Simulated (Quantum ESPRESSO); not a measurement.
**TePb: zone-centre phonons under several settings**

```xyz
2
Lattice="0.0000 3.2310 3.2310 3.2310 0.0000 3.2310 3.2310 3.2310 0.0000" Properties=species:S:1:pos:R:3 pbc="T T T"
Pb    0.0000    0.0000    0.0000
Te    3.2310    3.2310    3.2310
```

All runs used Quantum ESPRESSO 7.5; k mesh 6 × 6 × 6, shifted; relaxed cell; no spin polarisation; occupations smeared at first, fixed for the response.

```csv
level,potentials,cutoff (eV),volume (Å³/atom),lowest optical mode without the field (cm⁻¹)
PBE+D3(BJ),PseudoDojo 0.4.1 SR PBE standard,1088,33.84,49
PBE,SG15 PBE 1.2,952,?,?
```

What stands in the row left open?

Volume 35.44 Å³/atom; lowest optical mode without the field 28 cm⁻¹.

